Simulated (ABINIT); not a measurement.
# Ru (P6_3/mmc) in ABINIT: notebook

One crystal, Ru, is run at these levels: BP86, LDA; tasks: equation of state, band structure.

All numbers are computed with ABINIT 10.8.3 (patched build); they aren't measurements. Logs are shortened: lines on timing, memory, paths and dates and some standing lists are left out, and cuts for length are marked. The log counts tension as positive stress, the text compression.

### 1 Starting point

Symmetry: P6_3/mmc, No. 194, hexagonal system. The conventional cell has a = 2.706 Å, b = 2.706 Å, c = 4.282 Å, α = 90.00°, β = 90.00°, γ = 120.00°. Around Ru (site symmetry -6m2) lie 12 Ru at 2.65 to 2.71 Å.

### 2 Equation of state, BP86

Contents of run.abi:

```
# Datasets: one volume each
ndtset 7
getwfk -1
scalecart1 3*0.9795861087
scalecart2 3*0.9864848297
scalecart3 3*0.9932883884
scalecart4 3*1.0000000000
scalecart5 3*1.0066227096
scalecart6 3*1.0131594038
scalecart7 3*1.0196128224

# Pseudopotentials
pp_dirpath "./"
pseudos "Ru.GGA_PBE-JTH.xml"

# Structure
acell 5.113220948 5.1132209481 8.091618293
rprim
     1.0000000000     0.0000000000     0.0000000000
    -0.5000000000     0.8660254038     0.0000000000
     0.0000000000     0.0000000000     1.0000000000
ntypat 1
znucl 44
natom 2
typat 1 1
xred
     0.6666666667     0.3333333333     0.7500000000
     0.3333333333     0.6666666667     0.2500000000

# Plane-wave basis
ecut 15.0
pawecutdg 30.0
pawxcdev 0

# k points
kptopt 1
ngkpt 11 11 6
nshiftk 1
shiftk 0.0 0.0 0.0

# Exchange and correlation
ixc -106132

# Bands and occupations
nband 20
occopt 3
tsmear 0.05 eV

# SCF cycle
nstep 100
tolvrs 1.0e-9

# Output
iomode 3
prtwf 1
prtden 0
prteig 0
prtebands 0
enunit 2
```

Potentials or basis: JTH PAW PBE v2.0.

On the command line:

```console
$ abinit run.abi > log 2>&1
```

run.abo:

```text
.Version 10.8.3 of ABINIT
 DATASET    1 : space group P6_3/m m c (#194); Bravais hP (primitive hexag.)
================================================================================
 Values of the parameters that define the memory need for DATASET  1.
     intxc =       0    ionmov =       0      iscf =      17    lmnmax =      18
     lnmax =       6     mgfft =      30  mpssoang =       3    mqgrid =    3001
     natom =       2  nloc_mem =       2    nspden =       1   nspinor =       1
    nsppol =       1      nsym =      24    n1xccc =       1    ntypat =       1
    occopt =       3   xclevel =       2
       mpw =         492          nfft =        9720          nkpt =          64
 PAW method is used; the additional fine FFT grid is defined by:
   mgfftf=        40    nfftf =     29160
================================================================================
================================================================================
[... 71 lines left out ...]
 DATASET    7 : space group P6_3/m m c (#194); Bravais hP (primitive hexag.)
================================================================================
 Values of the parameters that define the memory need for DATASET  7.
     intxc =       0    ionmov =       0      iscf =      17    lmnmax =      18
     lnmax =       6     mgfft =      30  mpssoang =       3    mqgrid =    3001
     natom =       2  nloc_mem =       2    nspden =       1   nspinor =       1
    nsppol =       1      nsym =      24    n1xccc =       1    ntypat =       1
    occopt =       3   xclevel =       2
       mpw =         557          nfft =       12000          nkpt =          64
 PAW method is used; the additional fine FFT grid is defined by:
   mgfftf=        45    nfftf =     32805
================================================================================
================================================================================

--------------------------------------------------------------------------------
------------- Echo of variables that govern the present computation ------------
--------------------------------------------------------------------------------
 -outvars: echo values of preprocessed input variables --------
            acell      5.1132209480E+00  5.1132209481E+00  8.0916182930E+00 Bohr
              amu      1.01070000E+02
             ecut      1.50000000E+01 Hartree
           enunit           2
           getwfk          -1
                       outvar_i_n : Printing only first  50 k-points.
              ixc     -106132
           jdtset        1    2    3    4    5    6    7
                       outvar_i_n : Printing only first  50 k-points.
         kptrlatt       11    0    0      0   11    0      0    0    6
          kptrlen1     4.75586213E+01
          kptrlen2     4.78935522E+01
          kptrlen3     4.82238630E+01
[... 87 lines left out ...]
             xred      6.6666666667E-01  3.3333333333E-01  7.5000000000E-01
                       3.3333333333E-01  6.6666666667E-01  2.5000000000E-01
            znucl       44.00000

================================================================================

 chkinp: Checking input parameters for consistency, jdtset=   1.

 chkinp: Checking input parameters for consistency, jdtset=   2.
[... 36 lines left out ...]
 getcut: wavevector=  0.0000  0.0000  0.0000  ngfft=  27  27  40
         ecut(hartree)=     30.000   => boxcut(ratio)=   2.04671

--- Pseudopotential description ------------------------------------------------
- pspini: atom type   1  psp file is ./Ru.GGA_PBE-JTH.xml
 Pseudopotential format is: paw10
 basis_size (lnmax)=  6 (lmn_size= 18), orbitals=   0   0   1   1   2   2
 Spheres core radius: rc_sph= 2.21046734
 Shapefunction is SIN type: shapef(r)=[sin(pi*r/rshp)/(pi*r/rshp)]**2
 Radius for shape functions =  2.00219127
 Compensation charge density is not taken into account in XC energy/potential

   2.05817936E+03                                ecore*ucvol(ha*bohr**3)
--------------------------------------------------------------------------------

================================================================================

--- !BeginCycle
iteration_state: {dtset: 1, }
solver: {iscf: 17, nstep: 100, nline: 4, wfoptalg: 10, }
tolerances: {tolvrs: 1.00E-09, }
...
[... 1277 lines left out ...]
-Cartesian components of stress tensor (GPa)         [Pressure= -1.0569E+01 GPa]
- sigma(1 1)=  1.01688663E+01  sigma(3 2)=  0.00000000E+00
- sigma(2 2)=  1.01688662E+01  sigma(3 1)=  0.00000000E+00
- sigma(3 3)=  1.13688862E+01  sigma(2 1)=  1.82437270E-08

== END DATASET(S) ==============================================================
================================================================================

 -outvars: echo values of variables after computation  --------
            acell      5.1132209480E+00  5.1132209481E+00  8.0916182930E+00 Bohr
           etotal1    -1.9144211945E+02
           etotal2    -1.9144536392E+02
           etotal3    -1.9144756396E+02
           etotal4    -1.9144881535E+02
           etotal5    -1.9144924787E+02
           etotal6    -1.9144891845E+02
           etotal7    -1.9144792699E+02
            fcart1    -0.0000000000E+00  2.4829691166E-28 -0.0000000000E+00
                      -0.0000000000E+00 -2.4829691166E-28 -0.0000000000E+00
            fcart2     3.2029150152E-28  4.3148089743E-28 -0.0000000000E+00
                      -3.2029150152E-28 -4.3148089743E-28 -0.0000000000E+00
            fcart3     4.2413020699E-28  4.8974337834E-28 -0.0000000000E+00
                      -4.2413020699E-28 -4.8974337834E-28 -0.0000000000E+00
            fcart4     2.1064180488E-28 -1.2161410275E-28 -0.0000000000E+00
                      -2.1064180488E-28  1.2161410275E-28 -0.0000000000E+00
            fcart5    -0.0000000000E+00 -0.0000000000E+00 -2.7731088977E-22
                      -0.0000000000E+00 -0.0000000000E+00  2.7731088977E-22
[... 38 lines left out ...]
                       0.0000000000E+00  0.0000000000E+00  6.2009167695E-13
           xangst1     1.3252820455E+00  7.6515194578E-01  3.1458673170E+00
                      -1.7279248898E-11  1.5303038916E+00  1.0486224390E+00
           xangst2     1.3346153252E+00  7.7054051729E-01  3.1680220421E+00
                      -1.7400786459E-11  1.5410810346E+00  1.0560073474E+00
           xangst3     1.3438198597E+00  7.7585475780E-01  3.1898711605E+00
                      -1.7520835642E-11  1.5517095156E+00  1.0632903868E+00
           xangst4     1.3528999991E+00  7.8109717868E-01  3.2114249978E+00
                      -1.7639239780E-11  1.5621943574E+00  1.0704749993E+00
           xangst5     1.3618598629E+00  7.8627015847E-01  3.2326933330E+00
                      -1.7755920539E-11  1.5725403169E+00  1.0775644443E+00
           xangst6     1.3707033565E+00  7.9137595187E-01  3.2536854361E+00
                      -1.7871617604E-11  1.5827519037E+00  1.0845618120E+00
           xangst7     1.3794341865E+00  7.9641669893E-01  3.2744101059E+00
                      -1.7985208601E-11  1.5928333979E+00  1.0914700353E+00
             xred      6.6666666667E-01  3.3333333333E-01  7.5000000000E-01
                       3.3333333333E-01  6.6666666667E-01  2.5000000000E-01
 Calculation completed.
```

Wall time 1.7 min (1 thread of Arm Neoverse V2, shared host); peak memory 0.14 GiB.

Results:

| Quantity | Value |
| --- | --- |
| Equilibrium volume | 13.86 Å³/atom |
| Bulk modulus at fixed shape and positions | 304 GPa |
| Pressure derivative of the bulk modulus | 4.7 |

Energy against volume, from the lowest point:
| volume (Å³/atom) | energy (meV/atom) |
| --- | --- |
| 12.760 | 96.99 |
| 13.032 | 52.84 |
| 13.303 | 22.91 |
| 13.575 | 5.88 |
| 13.846 | 0.00 |
| 14.118 | 4.48 |
| 14.389 | 17.97 |

Caveat: pressures at fixed basis lie under the slope of the energies; the cell was scaled at fixed shape and fractional positions, which overstates the stiffness of a crystal with free parameters, most of all of layers and chains; the PAW data sets were made with another functional, which shifts forces and pressure a little.

### 3 Band structure, LDA

Contents of run.abi:

```
# Datasets: ground state, then fixed potential
ndtset 2

# Pseudopotentials
pp_dirpath "./"
pseudos "Ru.upf"

# Structure
acell 5.113220948 5.1132209481 8.091618293
rprim
     1.0000000000     0.0000000000     0.0000000000
    -0.5000000000     0.8660254038     0.0000000000
     0.0000000000     0.0000000000     1.0000000000
ntypat 1
znucl 44
natom 2
typat 1 1
xred
     0.6666666667     0.3333333333     0.7500000000
     0.3333333333     0.6666666667     0.2500000000

# Plane-wave basis
ecut 1197.300995 eV

# Exchange and correlation
ixc 7

# Bands and occupations
occopt 3
tsmear 0.00183747

# SCF cycle
nstep 100

# Output
iomode 3
prtwf 0
prteig 0
prtebands 0
enunit 1
prtden1 1

# Dataset 1
kptopt1 1
ngkpt1 11 11 6
nshiftk1 1
shiftk1 0.0 0.0 0.0
nband1 20
tolvrs1 1.0e-10

# Dataset 2: bands along G-M-K-G-A-L-H-A
iscf2 -2
getden2 1
nband2 26
nbdbuf2 4
tolwfr2 1.0e-11
kptopt2 -7
ndivsm2 5
prteig2 1
prtvol2 -3
kptbounds2
     0.0000000000     0.0000000000     0.0000000000
     0.5000000000     0.0000000000     0.0000000000
     0.3333333333     0.3333333333     0.0000000000
     0.0000000000     0.0000000000     0.0000000000
     0.0000000000     0.0000000000     0.5000000000
     0.5000000000     0.0000000000     0.5000000000
     0.3333333333     0.3333333333     0.5000000000
     0.0000000000     0.0000000000     0.5000000000
```

Potentials or basis: PseudoDojo NC SR LDA v0.4 stringent.

On the command line:

```console
$ abinit run.abi > log 2>&1
```

Wall time 98 s (1 thread of Arm Neoverse V2, shared host); peak memory 0.12 GiB.

It converged, with:

| Property | Result |
| --- | --- |
| Free energy | -5503.8807 eV |
| Pressure | -11.6 GPa |
| Band gap on the k mesh | none (metal or under the smearing width) |
| Valence electrons inside the program's atomic spheres | Ru 12.86 (radii [1.0584] Å) |

Stress tensor (GPa, compression positive):
```
-11.33   0.00   0.00
  0.00 -11.33   0.00
  0.00   0.00 -12.14
```

Levels at the corners of the path, in eV from the Fermi level:
```csv
point,band 14,band 15,band 16,band 17,band 18,band 19
Γ,-1.86,-1.86,-1.33,-1.33,1.27,1.27
M,-1.75,-1.47,1.51,1.93,2.01,4.14
K,-2.79,-1.01,1.09,1.09,1.53,7.10
Γ,-1.86,-1.86,-1.33,-1.33,1.27,1.27
A,-2.71,-2.67,-2.67,0.62,0.62,0.62
L,-0.99,0.51,0.51,1.77,1.77,3.45
H,-2.66,-1.12,-1.12,1.31,1.31,8.49
A,-2.71,-2.67,-2.67,0.62,0.62,0.62
```

### 4 Band structure, BP86

run.abi: that of step 3 with these lines changed.

```diff
@@ -8,7 +8,7 @@
 # Structure
-acell 5.113220948 5.1132209481 8.091618293
+acell 3*1.0 Angstrom
 rprim
-     1.0000000000     0.0000000000     0.0000000000
-    -0.5000000000     0.8660254038     0.0000000000
-     0.0000000000     0.0000000000     1.0000000000
+     2.7058000000     0.0000000000     0.0000000000
+    -1.3529000000     2.3432915376     0.0000000000
+     0.0000000000     0.0000000000     4.2819000000
 ntypat 1
@@ -17,11 +17,11 @@
 typat 1 1
-xred
-     0.6666666667     0.3333333333     0.7500000000
-     0.3333333333     0.6666666667     0.2500000000
+xcart
+     2.5566104743     1.4760597453     6.0687137198
+    -0.0000000003     2.9521194910     2.0229045733
 
 # Plane-wave basis
-ecut 1197.300995 eV
+ecut 42.0
 
 # Exchange and correlation
-ixc 7
+ixc -106132
 
@@ -29,3 +29,3 @@
 occopt 3
-tsmear 0.00183747
+tsmear 0.05 eV
 
@@ -57,5 +57,4 @@
 kptopt2 -7
-ndivsm2 5
+ndivsm2 6
 prteig2 1
-prtvol2 -3
 kptbounds2
```

Potentials or basis: PseudoDojo NC SR PBE v0.4.1 standard.

On the command line:

```console
$ abinit run.abi > log 2>&1
```

run.abo:

```text
.Version 10.8.3 of ABINIT
 DATASET    1 : space group P6_3/m m c (#194); Bravais hP (primitive hexag.)
================================================================================
 Values of the parameters that define the memory need for DATASET  1.
     intxc =       0    ionmov =       0      iscf =       7    lmnmax =       6
     lnmax =       6     mgfft =      48  mpssoang =       3    mqgrid =    3001
     natom =       2  nloc_mem =       1    nspden =       1   nspinor =       1
    nsppol =       1      nsym =      24    n1xccc =    2501    ntypat =       1
    occopt =       3   xclevel =       2
       mpw =        2406          nfft =       43200          nkpt =          64
================================================================================
================================================================================

 DATASET    2 : space group P6_3/m m c (#194); Bravais hP (primitive hexag.)
================================================================================
 Values of the parameters that define the memory need for DATASET  2.
     intxc =       0    ionmov =       0      iscf =      -2    lmnmax =       6
     lnmax =       6     mgfft =      48  mpssoang =       3    mqgrid =    3001
     natom =       2  nloc_mem =       1    nspden =       1   nspinor =       1
    nsppol =       1      nsym =      24    n1xccc =    2501    ntypat =       1
    occopt =       3   xclevel =       2
[... 974 lines left out ...]
  38.83758   39.16173
 kpt#   4, nband= 26, wtk=  1.00000, kpt=  0.1364  0.0000  0.0000 (reduced coord)
 -55.41529  -55.22636  -25.87691  -25.13190  -25.04544  -24.96448  -24.84955  -24.81896
[... 304 lines left out ...]
 -55.33173  -55.33173  -25.39069  -25.39069  -24.95350  -24.95350  -24.93088  -24.93088
  11.92425   11.92425   14.34237   14.34237   15.08688   15.08688   15.19838   15.19838
  18.17911   18.17911   18.41350   18.41350   32.75935   32.75935   35.82145   35.82145
  38.18722   38.18816
 kpt#  66, nband= 26, wtk=  1.00000, kpt=  0.0256  0.0256  0.5000 (reduced coord)
 -55.33770  -55.33770  -25.38102  -25.38102  -24.92681  -24.92681  -24.92061  -24.92061
  11.72487   11.72487   14.66625   14.66625   14.95158   14.95158   15.12921   15.12921
  18.20363   18.20363   18.26415   18.26415   32.50769   32.50769   35.74408   35.74408
  38.69841   38.70024
 kpt#  67, nband= 26, wtk=  1.00000, kpt=  0.0000  0.0000  0.5000 (reduced coord)
 -55.33974  -55.33974  -25.37820  -25.37820  -24.91713  -24.91713  -24.91713  -24.91713
  11.65515   11.65515   14.90353   14.90353   14.90353   14.90353   14.98543   14.98543
  18.21282   18.21282   18.21282   18.21282   32.41528   32.41528   35.71325   35.71325
  38.89817   38.89817

== END DATASET(S) ==============================================================
================================================================================

 -outvars: echo values of variables after computation  --------
            acell      1.8897261259E+00  1.8897261259E+00  1.8897261259E+00 Bohr
           etotal1    -2.0236683591E+02
            fcart1    -2.6962151007E-26 -1.0896623599E-25 -0.0000000000E+00
                       2.6962151007E-26  1.0896623599E-25 -0.0000000000E+00
            rprim      2.7058000000E+00  0.0000000000E+00  0.0000000000E+00
                      -1.3529000000E+00  2.3432915376E+00  0.0000000000E+00
                       0.0000000000E+00  0.0000000000E+00  4.2819000000E+00
           strten1    -2.3314793736E-04 -2.3314793867E-04 -2.2900997729E-04
                       0.0000000000E+00  0.0000000000E+00  0.0000000000E+00
           xangst      1.3528999995E+00  7.8109717843E-01  3.2114249986E+00
                      -4.6055382189E-10  1.5621943576E+00  1.0704749986E+00
             xred      6.6666666633E-01  3.3333333300E-01  7.4999999966E-01
                       3.3333333300E-01  6.6666666634E-01  2.4999999966E-01
 Calculation completed.
```

Run time: 95 s. Hardware: 1 thread of Arm Neoverse V2, shared host; peak memory 0.12 GiB.

What came out:

```yaml
Free_energy: -5506.6821 eV
Pressure: 6.8 GPa
Band_gap_on_the_k_mesh: none (metal or under the smearing width)
Valence_electrons_inside_the_program's_atomic_spheres: Ru 12.90 (radii [1.0584] Å)
```

Stress tensor (GPa, compression positive):
```
6.86 0.00 0.00
0.00 6.86 0.00
0.00 0.00 6.74
```

Levels at the corners of the path, in eV from the Fermi level:
| point | band 12 | band 13 | band 14 | band 15 | band 16 | band 17 | band 18 | band 19 | band 20 | band 21 |
| --- | --- | --- | --- | --- | --- | --- | --- | --- | --- | --- |
| Γ | -2.54 | -2.37 | -1.86 | -1.86 | -1.33 | -1.33 | 1.25 | 1.25 | 1.46 | 10.38 |
| M | -2.96 | -2.00 | -1.68 | -1.46 | 1.49 | 1.91 | 1.98 | 4.17 | 6.23 | 11.19 |
| K | -3.67 | -2.77 | -2.77 | -1.01 | 1.07 | 1.07 | 1.50 | 7.16 | 7.34 | 7.34 |
| Γ | -2.54 | -2.37 | -1.86 | -1.86 | -1.33 | -1.33 | 1.25 | 1.25 | 1.46 | 10.38 |
| A | -2.71 | -2.71 | -2.71 | -2.62 | -2.62 | 0.60 | 0.60 | 0.60 | 0.60 | 14.81 |
| L | -4.46 | -0.99 | -0.99 | 0.55 | 0.55 | 1.74 | 1.74 | 3.51 | 3.51 | 10.64 |
| H | -4.02 | -2.63 | -2.63 | -1.12 | -1.12 | 1.29 | 1.29 | 8.56 | 8.56 | 10.85 |
| A | -2.71 | -2.71 | -2.71 | -2.62 | -2.62 | 0.60 | 0.60 | 0.60 | 0.60 | 14.81 |

Caveat: the potentials were made for another functional, which shifts forces and pressure.

### 5 Summary

| task | level | potentials or basis | cutoff (eV) | fine-grid cutoff | gap on the mesh (eV) | pressure (GPa) |
| --- | --- | --- | --- | --- | --- | --- |
| equation of state | BP86 | JTH PAW PBE v2.0 | 408 | 816.342 eV | - | - |
| band structure | LDA | PseudoDojo NC SR LDA v0.4 stringent | 1197 | - | none | -11.6 |
| band structure | BP86 | PseudoDojo NC SR PBE v0.4.1 standard | 1143 | - | none | 6.8 |

Alike in all rows: no spin polarisation; cell as given; k mesh 11 × 11 × 6; smearing fermi-dirac 0.05 eV.

Caveats: pressures at fixed basis lie under the slope of the energies (some runs); the cell was scaled at fixed shape and fractional positions, which overstates the stiffness of a crystal with free parameters, most of all of layers and chains (some runs); the PAW data sets were made with another functional, which shifts forces and pressure a little (some runs); the potentials were made for another functional, which shifts forces and pressure (some runs).

Absolute energies hang on the potentials; compare differences alone.
